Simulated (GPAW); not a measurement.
**Magnetic state of free-standing square Cr monolayer, spacing 2.867 A from several starts**

Wanted: the moments of free-standing square Cr monolayer, spacing 2.867 A and the energy of each order that was tried.

Method: revPBE; plane waves with GPAW's PAW setups, scalar-relativistic, in GPAW 26.7.0.

### 1. Starting point

The cell holds 1 atom: 1 Cr. Cell: a = 2.867 Å, b = 2.867 Å, c = 14.000 Å, α = 90.0°, β = 90.0°, γ = 90.0°. model lattice. Vacuum lies along c.

### 2. Order 1, typed as ferro +

Parallel moments need no larger cell; this start tests for a ferromagnetic state only.

The input, order1.py:

```python
import json
import numpy as np
from ase import Atoms
from ase.parallel import paropen, parprint
from gpaw import GPAW

atoms = Atoms(['Cr'],
    cell=[[2.867, 0.0, 0.0],
         [0.0, 2.867, 0.0],
         [0.0, 0.0, 14.0]],
    scaled_positions=[[0.0, 0.0, 0.5]],
    pbc=True,
    magmoms=[2.5])
atoms.calc = GPAW(mode={'name': 'pw', 'ecut': 550},
    xc='revPBE',
    kpts={'size': (10, 10, 1), 'gamma': True},
    occupations={'name': 'fermi-dirac', 'width': 0.05},
    convergence={'density': 1e-06, 'energy': 1e-05},
    maxiter=200,
    mixer={'name': 'pulay', 'beta': 0.05, 'nmaxold': 5, 'weight': 100},
    symmetry={'tolerance': 1e-4},
    txt='order1.txt')
e = atoms.get_potential_energy(force_consistent=True)
res = {'free_energy': e, 'energy_sigma0': atoms.get_potential_energy(), 'fermi_energy': atoms.calc.get_fermi_level()}
res['moments'] = atoms.get_magnetic_moments().tolist()
res['total'] = atoms.get_magnetic_moment()
parprint('site moments (muB):', np.round(res['moments'], 3))
parprint(f"total moment: {res['total']:.3f} muB")
parprint(f'free energy: {e:.6f} eV')
atoms.calc.write('order1.gpw')
with paropen('results.json', 'w') as f:
    json.dump(res, f)
```

The run is started by

```bash
$ OMP_NUM_THREADS=1 python3 order1.py > order1.log
```

Output:

```text
site moments (muB): [3.902]
total moment: 5.034 muB
free energy: -6.591652 eV

--- order1.txt ---
Input parameters:
  mode=PW(ecut=550),
  convergence={'density': 1e-06, 'energy': 1e-05},
  kpts=MonkhorstPack(size=(10, 10, 1), gamma=True),
  maxiter=200,
  mixer=Pulay(name='pulay', nmaxold=5, beta=0.05, weight=100, sigma=0.015, g_ss=None),
  occupations=Occupations(name='fermi-dirac', width=0.05),
  symmetry=Symmetry(tolerance=0.0001),
  xc=XC(name='revPBE')

Diagonalizing LCAO Hamiltonian
Converting LCAO to pw mode
   .------.
  /|      |
 * |      |
 | |      |
 | |      |
 | |      |
 | |      |
 | |      |
 | |      |
 | |      |
 Cr|      |
 | |      |
 | |      |
 | |      |
 | |      |
 | |      |
 | |      |
 | .------.
 |/      /
 *------*

Atoms  # Å, Bohr magnetons
|   | symbol |        x |        y |        z |    initial magnetic moments |
|---|--------|----------|----------|----------|-----------------------------|
| 0 |     Cr | 0.000000 | 0.000000 | 7.000000 | ( 0.0000,  0.0000,  2.5000) |

Unit cell  # Å
| periodic |        x |        y |         z |   lengths |    angles |
|----------|----------|----------|-----------|-----------|-----------|
|      yes | 2.867000 | 0.000000 |  0.000000 |  2.867000 | 90.000000 |
|      yes | 0.000000 | 2.867000 |  0.000000 |  2.867000 | 90.000000 |
|      yes | 0.000000 | 0.000000 | 14.000000 | 14.000000 | 90.000000 |

Number of symmetries: 16

BZ-sampling:
  Number of BZ points: 100
  Number of IBZ points: 21

  Monkhorst-Pack size: [10, 10, 1]
  Monkhorst-Pack shift: [0.05, 0.05, 0.0]

K-points  # in reciprocal-cell coordinates
|     |                                coordinates |     weight |
|-----|--------------------------------------------|------------|
|   0 | (  0.00000000,   0.00000000,   0.00000000) | 0.01000000 |
|   1 | (  0.10000000,   0.00000000,   0.00000000) | 0.04000000 |
|   2 | (  0.10000000,   0.10000000,   0.00000000) | 0.04000000 |
|   3 | (  0.20000000,   0.00000000,   0.00000000) | 0.04000000 |
|   4 | (  0.20000000,   0.10000000,   0.00000000) | 0.08000000 |
|   5 | (  0.20000000,   0.20000000,   0.00000000) | 0.04000000 |
|   6 | (  0.30000000,   0.00000000,   0.00000000) | 0.04000000 |
|   7 | (  0.30000000,   0.10000000,   0.00000000) | 0.08000000 |
|   8 | (  0.30000000,   0.20000000,   0.00000000) | 0.08000000 |
|   9 | (  0.30000000,   0.30000000,   0.00000000) | 0.04000000 |
| ... |                                            |            |
|  20 | (  0.50000000,   0.50000000,   0.00000000) | 0.01000000 |

Plane wave coefficients: 3397
Cutoff: 550.0 eV

Spin-components: 2 (collinear spins)
Bands:           9
Projectors:      6
Spin-degeneracy: 1
Datatype:        complex128

Parallelization:
  kpt:    1
  domain: 1
  band:   1

Density:
  Valence electrons: 6.0
  Components: 2
  Grid points: [16 16 80]
  Charge: 0.0  # |e|

Potential:
  Grid points: [16 16 80]

species:
  Cr:
    name:    Chromium
    Z:       24.0
    valence: 6
    core:    18
    charge:  0.0  # [|e|]
    compensation charges:
      type: gauss
      rc: 0.35  # [Å]
      lmax: 2
    cutoffs:
      filter: 2.14  # [Å]
      core: 3.04  # [Å]
    projectors
    | kind |    occ | energy [eV] | rcut [Å] |
    |------|--------|-------------|----------|
    |   4s |  1.000 |      -3.933 |    1.164 |
    |   4p |  0.000 |      -0.966 |    1.217 |
    |   3d |  5.000 |      -2.850 |    1.111 |
    |    s |        |      23.278 |    1.164 |
    |    p |        |      26.245 |    1.217 |
    |    d |        |      24.362 |    1.111 |

    Using partial waves for Cr as LCAO basis

Reference energy: -28585.999204  # eV

eigensolver:
  PPCG
  Converge bands: occupied
  niter=2

density mixing:
  Pulay-Mixer
  Linear mixing parameters: 0.05
  Old densities: 5
  Fourier metric: weight=100, sigma=0.015

occupation numbers:
  Fermi-Dirac:
    width: 0.0500  # eV

poisson solver:
  ecut: 4400.0  # eV

xc functional:
  name: revPBE with 2 nearest neighbor stencil

convergence criteria:
- Maximum integral of absolute [dens]ity change: 1e-06 electrons / valence electron
- Maximum [total energy] change in last 3 cyles: 1e-05 eV / valence electron
- Maximum integral of absolute [eigenst]ate change: 4e-08 eV^2 / valence electron
maximum number of iterations: 200

SCF iterations
|iter     |      energy | eigst |  dens |  magmom |
|---------|-------------|-------|-------|---------|
|iter:   1|       0s |   -6.425743 | +0.12 |       |  +2.4959|
|iter:   2|       0s |   -6.175235 | -1.59 | -0.24 |  +2.5840|
|iter:   3|       1s |   -5.989610 | -0.67 | -0.30 |  +2.9943|
|iter:   4|       1s |   -6.294966 | -0.74 | -0.58 |  +3.0049|
|iter:   5|       2s |   -6.344894 | -1.90 | -0.37 |  +3.3407|
|iter:   6|       2s |   -6.544969 | -0.95 | -0.49 |  +4.2463|
|iter:   7|       3s |   -6.481927 | -1.97 | -1.00 |  +4.0660|
|iter:   8|       3s |   -6.549036 | -2.29 | -0.98 |  +4.4974|
|iter:   9|       4s |   -6.553695 | -2.82 | -1.30 |  +4.5436|
|iter:  10|       4s |   -6.566001 | -2.99 | -1.30 |  +4.7139|
[... 51 iterations left out ...]
|iter:  62|      23s |   -6.587669c|-10.70c| -5.46 |  +5.0342|
|iter:  63|      24s |   -6.587669c|-10.35c| -5.49 |  +5.0342|
|iter:  64|      24s |   -6.587669c|-10.76c| -5.62 |  +5.0342|
|iter:  65|      24s |   -6.587669c|-10.99c| -5.66 |  +5.0342|
|iter:  66|      24s |   -6.587669c|-11.11c| -5.74 |  +5.0342|
|iter:  67|      25s |   -6.587669c|-11.35c| -5.81 |  +5.0342|
|iter:  68|      25s |   -6.587669c|-11.59c| -5.77 |  +5.0342|
|iter:  69|      25s |   -6.587669c|-11.70c| -5.80 |  +5.0342|
|iter:  70|      25s |   -6.587669c|-10.88c| -5.85 |  +5.0342|
|iter:  71|      26s |   -6.587669c|-10.91c| -6.05c|  +5.0343|

Converged in 71 steps
Energy contributions relative to reference atoms: (reference = -28585.999204)

Energy contributions:
  Kinetic:           3.560695
  Coulomb:          -4.339750
  Zero:              0.006079
  External:          0.000000
  Xc:               -5.810710
  Entropy:          -0.007967
  Spinorbit:         0.000000
  ----------------------------
  Free energy:      -6.591652
  Extrapolated:     -6.587669

dipole moment: (-6.770383, -6.770383, 0.000076)  # |e|*Ang

Total magnetic moment: (0.000000, 0.000000, 5.034254)

Local magnetic moments
|        x |        y |        z |
|----------|----------|----------|
| 0.000000 | 0.000000 | 3.901585 |  # Cr   0

Fermi level: -2.088
Eigenvalues  # (at kpt = [0.000, 0.000, 0.000])
| band index |      eig [eV] | occ [0-1] |      eig [eV] | occ [0-1] |
|------------|---------------|-----------|---------------|-----------|
|          0 |        -6.905 |     1.000 |        -4.920 |     1.000 |
|          1 |        -4.420 |     1.000 |        -0.967 |     0.000 |
|          2 |        -3.487 |     1.000 |        -0.630 |     0.000 |
|          3 |        -2.381 |     0.997 |        -0.212 |     0.000 |
|          4 |        -2.381 |     0.997 |         1.640 |     0.000 |
|          5 |        -2.062 |     0.371 |         1.652 |     0.000 |
|          6 |        -2.046 |     0.300 |         1.652 |     0.000 |
|          7 |         1.197 |     0.000 |         2.004 |     0.000 |
|          8 |         2.190 |     0.000 |         2.667 |     0.000 |

No gap
No difference between direct/indirect transitions
```

Wall time 29 s (1 MPI rank of AMD EPYC 9R45, shared host); peak memory 0.2 GiB.

Read from the output:

* magnetization: 5.034 μB
* final state: ferromagnetic
* largest moment: 3.902 μB

After 71 cycles the largest moment stands at 3.90 μB.

### 3. Start 2: antiferro q=(0,1/2,0) +-

Reversing part of the moments tests the sign of the couplings between them.

The cell is doubled to 2 atoms to hold this order. Its mesh is chosen so that both cells sample the same points.

order2.py is the script of step 2 with these lines changed:

```diff
@@ -6,12 +6,13 @@
 
-atoms = Atoms(['Cr'],
+atoms = Atoms(['Cr', 'Cr'],
     cell=[[2.867, 0.0, 0.0],
-         [0.0, 2.867, 0.0],
+         [0.0, 5.734, 0.0],
          [0.0, 0.0, 14.0]],
-    scaled_positions=[[0.0, 0.0, 0.5]],
+    scaled_positions=[[0.0, 0.0, 0.5],
+         [0.0, 0.5, 0.5]],
     pbc=True,
-    magmoms=[2.5])
+    magmoms=[2.5, -2.5])
 atoms.calc = GPAW(mode={'name': 'pw', 'ecut': 550},
     xc='revPBE',
-    kpts={'size': (10, 10, 1), 'gamma': True},
+    kpts={'size': (10, 5, 1), 'gamma': True},
     occupations={'name': 'fermi-dirac', 'width': 0.05},
@@ -21,3 +22,3 @@
     symmetry={'tolerance': 1e-4},
-    txt='order1.txt')
+    txt='order2.txt')
 e = atoms.get_potential_energy(force_consistent=True)
@@ -29,3 +30,3 @@
 parprint(f'free energy: {e:.6f} eV')
-atoms.calc.write('order1.gpw')
+atoms.calc.write('order2.gpw')
 with paropen('results.json', 'w') as f:
```

The run is started by

```bash
$ OMP_NUM_THREADS=1 python3 order2.py > order2.log
```

Output:

```text
site moments (muB): [ 3.8 -3.8]
total moment: -0.000 muB
free energy: -13.861638 eV

--- order2.txt ---
Input parameters:
  mode=PW(ecut=550),
  convergence={'density': 1e-06, 'energy': 1e-05},
  kpts=MonkhorstPack(size=(10, 5, 1), gamma=True),
  maxiter=200,
  mixer=Pulay(name='pulay', nmaxold=5, beta=0.05, weight=100, sigma=0.015, g_ss=None),
  occupations=Occupations(name='fermi-dirac', width=0.05),
  symmetry=Symmetry(tolerance=0.0001),
  xc=XC(name='revPBE')

Diagonalizing LCAO Hamiltonian
Converting LCAO to pw mode
     .------.
    /|      |
   / |      |
  /  |      |
 *   |      |
 |   |      |
 |   |      |
 |   |      |
 |   |      |
 |   |      |
 | Cr|      |
 |   |      |
 Cr  |      |
 |   |      |
 |   |      |
 |   |      |
 |   |      |
 |   .------.
 |  /      /
 | /      /
 |/      /
 *------*

Atoms  # Å, Bohr magnetons
|   | symbol |        x |        y |        z |    initial magnetic moments |
|---|--------|----------|----------|----------|-----------------------------|
| 0 |     Cr | 0.000000 | 0.000000 | 7.000000 | ( 0.0000,  0.0000,  2.5000) |
| 1 |     Cr | 0.000000 | 2.867000 | 7.000000 | ( 0.0000,  0.0000, -2.5000) |

Unit cell  # Å
| periodic |        x |        y |         z |   lengths |    angles |
|----------|----------|----------|-----------|-----------|-----------|
|      yes | 2.867000 | 0.000000 |  0.000000 |  2.867000 | 90.000000 |
|      yes | 0.000000 | 5.734000 |  0.000000 |  5.734000 | 90.000000 |
|      yes | 0.000000 | 0.000000 | 14.000000 | 14.000000 | 90.000000 |

Number of symmetries: 8

BZ-sampling:
  Number of BZ points: 50
  Number of IBZ points: 18

  Monkhorst-Pack size: [10, 5, 1]
  Monkhorst-Pack shift: [0.05, 0.0, 0.0]

Plane wave coefficients: 6780
Cutoff: 550.0 eV

Spin-components: 2 (collinear spins)
Bands:           12
Projectors:      12
Spin-degeneracy: 1
Datatype:        complex128

Parallelization:
  kpt:    1
  domain: 1
  band:   1

Density:
  Valence electrons: 12.0
  Components: 2
  Grid points: [16 32 80]
  Charge: 0.0  # |e|

Potential:
  Grid points: [16 32 80]

[... setups left out ...]
Reference energy: -57171.998407  # eV

eigensolver:
  PPCG
  Converge bands: occupied
  niter=2

density mixing:
  Pulay-Mixer
  Linear mixing parameters: 0.05
  Old densities: 5
  Fourier metric: weight=100, sigma=0.015

occupation numbers:
  Fermi-Dirac:
    width: 0.0500  # eV

poisson solver:
  ecut: 4400.0  # eV

xc functional:
  name: revPBE with 2 nearest neighbor stencil

convergence criteria:
- Maximum integral of absolute [dens]ity change: 1e-06 electrons / valence electron
- Maximum [total energy] change in last 3 cyles: 1e-05 eV / valence electron
- Maximum integral of absolute [eigenst]ate change: 4e-08 eV^2 / valence electron
maximum number of iterations: 200

SCF iterations
|iter     |      energy | eigst |  dens |  magmom |
|---------|-------------|-------|-------|---------|
|iter:   1|       0s |  -13.370790 | +0.17 |       |  +0.0000|
|iter:   2|       1s |  -12.962331 | -1.32 | -0.25 |  +0.0000|
|iter:   3|       2s |  -12.691502 | -0.24 | -0.30 |  +0.0000|
|iter:   4|       3s |  -12.685697 | -1.15 | -0.56 |  +0.0000|
|iter:   5|       4s |  -13.886516 | -1.02 | -0.53 |  -0.0000|
|iter:   6|       5s |  -13.807793 | -1.85 | -0.72 |  -0.0000|
|iter:   7|       6s |  -13.768486 | -1.15 | -0.84 |  +0.0000|
|iter:   8|       7s |  -13.864310 | -1.32 | -1.03 |  -0.0000|
|iter:   9|       8s |  -13.847000 | -2.38 | -1.46 |  -0.0000|
|iter:  10|       9s |  -13.844384 | -3.43 | -1.70 |  +0.0000|
[... 24 iterations left out ...]
|iter:  35|      31s |  -13.852613c| -8.02c| -4.81 |  -0.0000|
|iter:  36|      31s |  -13.852613c| -8.23c| -4.87 |  -0.0000|
|iter:  37|      32s |  -13.852613c| -8.48c| -5.06 |  -0.0000|
|iter:  38|      33s |  -13.852613c| -8.70c| -5.00 |  -0.0000|
|iter:  39|      33s |  -13.852613c| -8.72c| -5.02 |  -0.0000|
|iter:  40|      34s |  -13.852613c| -8.99c| -5.20 |  -0.0000|
|iter:  41|      34s |  -13.852613c| -9.39c| -5.27 |  -0.0000|
|iter:  42|      35s |  -13.852613c| -9.03c| -5.28 |  -0.0000|
|iter:  43|      35s |  -13.852613c| -9.42c| -5.59 |  -0.0000|
|iter:  44|      36s |  -13.852613c| -9.90c| -6.10c|  -0.0000|

Converged in 44 steps
Energy contributions relative to reference atoms: (reference = -57171.998407)

Energy contributions:
  Kinetic:          -1.832069
  Coulomb:          -1.479133
  Zero:              0.034368
  External:          0.000000
  Xc:              -10.566752
  Entropy:          -0.018051
  Spinorbit:         0.000000
  ----------------------------
  Free energy:     -13.861638
  Extrapolated:    -13.852613

dipole moment: (-13.574193, -13.574161, 0.000152)  # |e|*Ang

Total magnetic moment: (0.000000, 0.000000, -0.000000)

Local magnetic moments
|        x |        y |         z |
|----------|----------|-----------|
| 0.000000 | 0.000000 |  3.799806 |  # Cr   0
| 0.000000 | 0.000000 | -3.799806 |  # Cr   1

Fermi level: -2.284
Eigenvalues  # (at kpt = [0.000, 0.000, 0.000])
| band index |      eig [eV] | occ [0-1] |      eig [eV] | occ [0-1] |
|------------|---------------|-----------|---------------|-----------|
|          0 |        -6.097 |     1.000 |        -6.097 |     1.000 |
|          1 |        -4.269 |     1.000 |        -4.269 |     1.000 |
|          2 |        -3.344 |     1.000 |        -3.344 |     1.000 |
|          3 |        -3.248 |     1.000 |        -3.248 |     1.000 |
|          4 |        -2.414 |     0.931 |        -2.414 |     0.931 |
|          5 |        -2.395 |     0.902 |        -2.395 |     0.902 |
|          6 |        -1.321 |     0.000 |        -1.321 |     0.000 |
|          7 |        -1.315 |     0.000 |        -1.315 |     0.000 |
|          8 |         0.218 |     0.000 |         0.218 |     0.000 |
|          9 |         0.580 |     0.000 |         0.580 |     0.000 |
|         10 |         1.329 |     0.000 |         1.329 |     0.000 |
|         11 |         1.605 |     0.000 |         1.605 |     0.000 |

No gap
No difference between direct/indirect transitions
```

Run time: 40 s. Hardware: 1 MPI rank; peak memory 0.28 GiB.

Numbers from this step:

```yaml
magnetization: 0 μB
final_state: antiferromagnetic
largest_moment: 3.800 μB
```

It lies 339 meV a seeded atom under the first start, and its largest moment is 3.80 μB against 3.90 μB.

### 4. Run 3 (antiferro q=(1/2,1/2,0) +-)

Another pattern of signs weighs the neighbour shells otherwise.

This order needs a doubled cell of 2 atoms. Its mesh is chosen so that both cells sample the same points.

order3.py is the script of step 3 with these lines changed:

```diff
@@ -7,7 +7,7 @@
 atoms = Atoms(['Cr', 'Cr'],
-    cell=[[2.867, 0.0, 0.0],
-         [0.0, 5.734, 0.0],
+    cell=[[5.734, 0.0, 0.0],
+         [2.867, 2.867, 0.0],
          [0.0, 0.0, 14.0]],
     scaled_positions=[[0.0, 0.0, 0.5],
-         [0.0, 0.5, 0.5]],
+         [0.5, 0.0, 0.5]],
     pbc=True,
@@ -16,3 +16,3 @@
     xc='revPBE',
-    kpts={'size': (10, 5, 1), 'gamma': True},
+    kpts={'size': (5, 10, 1), 'gamma': True},
     occupations={'name': 'fermi-dirac', 'width': 0.05},
@@ -22,3 +22,3 @@
     symmetry={'tolerance': 1e-4},
-    txt='order2.txt')
+    txt='order3.txt')
 e = atoms.get_potential_energy(force_consistent=True)
@@ -30,3 +30,3 @@
 parprint(f'free energy: {e:.6f} eV')
-atoms.calc.write('order2.gpw')
+atoms.calc.write('order3.gpw')
 with paropen('results.json', 'w') as f:
```

The run is started by

```bash
$ OMP_NUM_THREADS=1 python3 order3.py > order3.log
```

Output:

```text
UserWarning: Initial realspace grid (32,24,80) inconsistent with symmetries.
UserWarning: Using symmetrized grid: (32,32,80).

site moments (muB): [ 3.682 -3.682]
total moment: 0.000 muB
free energy: -14.056410 eV

--- order3.txt ---
Input parameters:
  mode=PW(ecut=550),
  convergence={'density': 1e-06, 'energy': 1e-05},
  kpts=MonkhorstPack(size=(5, 10, 1), gamma=True),
  maxiter=200,
[...]
|          9 |         0.994 |     0.000 |         0.994 |     0.000 |
|         10 |         0.994 |     0.000 |         0.994 |     0.000 |
|         11 |         1.355 |     0.000 |         1.355 |     0.000 |

Gap: 0.065 eV
Transition (v -> c):
  (s=0, k=5, n=5, [0.00, 0.50, 0.00]) -> (s=1, k=17, n=6, [0.40, 0.50, 0.00])
Direct/indirect transitions are different
Direct gap: 0.457 eV
Transition at: (s=0->1, k=17, n=5, [0.40, 0.50, 0.00])


[key lines of the parts left out:]
Free energy:     -14.056410
Converged in 60 steps
dipole moment: (-27.137565, -13.568798, 0.000152)  # |e|*Ang
Fermi level: -2.439
```

Run time: 74 s. Hardware: 1 MPI rank; peak memory 0.36 GiB.

Spin moment in the augmentation sphere by atom:

```
atom  spin moment in the augmentation sphere (μB)
 Cr1                                         3.68
 Cr2                                        -3.68
```

Read from the output:

* magnetization: 0 μB
* final state: antiferromagnetic

It lies 437 meV a seeded atom under the first start, and its largest moment is 3.68 μB against 3.90 μB.

### 5. Order 4, typed as no spin polarisation

This run holds no moments, which gives a state to set the others against.

The input, nospin.py:

```python
import json
import numpy as np
from ase import Atoms
from ase.parallel import paropen, parprint
from gpaw import GPAW

atoms = Atoms(['Cr'],
    cell=[[2.867, 0.0, 0.0],
         [0.0, 2.867, 0.0],
         [0.0, 0.0, 14.0]],
    scaled_positions=[[0.0, 0.0, 0.5]],
    pbc=True)
atoms.calc = GPAW(mode={'name': 'pw', 'ecut': 550},
    xc='revPBE',
    kpts={'size': (10, 10, 1), 'gamma': True},
    occupations={'name': 'fermi-dirac', 'width': 0.05},
    convergence={'density': 1e-06, 'energy': 1e-05},
    maxiter=200,
    mixer={'name': 'pulay', 'beta': 0.05, 'nmaxold': 5, 'weight': 100},
    symmetry={'tolerance': 1e-4},
    txt='nospin.txt')
e = atoms.get_potential_energy(force_consistent=True)
res = {'free_energy': e, 'energy_sigma0': atoms.get_potential_energy(), 'fermi_energy': atoms.calc.get_fermi_level()}
parprint(f'free energy: {e:.6f} eV')
atoms.calc.write('nospin.gpw')
with paropen('results.json', 'w') as f:
    json.dump(res, f)
```

The run is started by

```bash
$ OMP_NUM_THREADS=1 python3 nospin.py > nospin.log
```

Output:

```text
free energy: -4.864982 eV

--- nospin.txt ---
Input parameters:
  mode=PW(ecut=550),
  convergence={'density': 1e-06, 'energy': 1e-05},
  kpts=MonkhorstPack(size=(10, 10, 1), gamma=True),
  maxiter=200,
  mixer=Pulay(name='pulay', nmaxold=5, beta=0.05, weight=100, sigma=0.015, g_ss=None),
  occupations=Occupations(name='fermi-dirac', width=0.05),
  symmetry=Symmetry(tolerance=0.0001),
  xc=XC(name='revPBE')

[...]
| band index |      eig [eV] | occ [0-2] |
|------------|---------------|-----------|
|          0 |        -6.116 |     2.000 |
|          1 |        -3.716 |     2.000 |
|          2 |        -3.023 |     2.000 |
|          3 |        -1.939 |     0.000 |
|          4 |        -1.939 |     0.000 |
|          5 |        -1.602 |     0.000 |
|          6 |        -1.336 |     0.000 |
|          7 |         1.276 |     0.000 |

No gap
No difference between direct/indirect transitions


[key lines of the parts left out:]
Free energy:      -4.864982
Converged in 32 steps
dipole moment: (-6.918317, -6.918317, 0.000076)  # |e|*Ang
Fermi level: -2.607
```

Elapsed: 7.8 s, on 1 MPI rank; peak memory 0.17 GiB.

Numbers from this step:

| Quantity | Value |
| --- | --- |
| final state | non-magnetic (no spin polarisation) |

It lies 1727 meV a seeded atom over the first start.

(Part 1 of 2 ends here.)

[Logs and program files are shortened in this print: banners, set-up blocks, solver, clock and traceback lines can be left out without a mark of their own.]

[Logs are printed without paths, hosts, clocks, repeated set-up lines and the standing remarks that a program may print on its own settings, such as how far it seeks lower states.]

[Hosts, paths, dates, database ids (printed as entryN), source tags and the programs' standing remarks are cut or masked in the printed files.]

[Where a cell is said to come from a database of computed structures, the database is the Materials Project.]
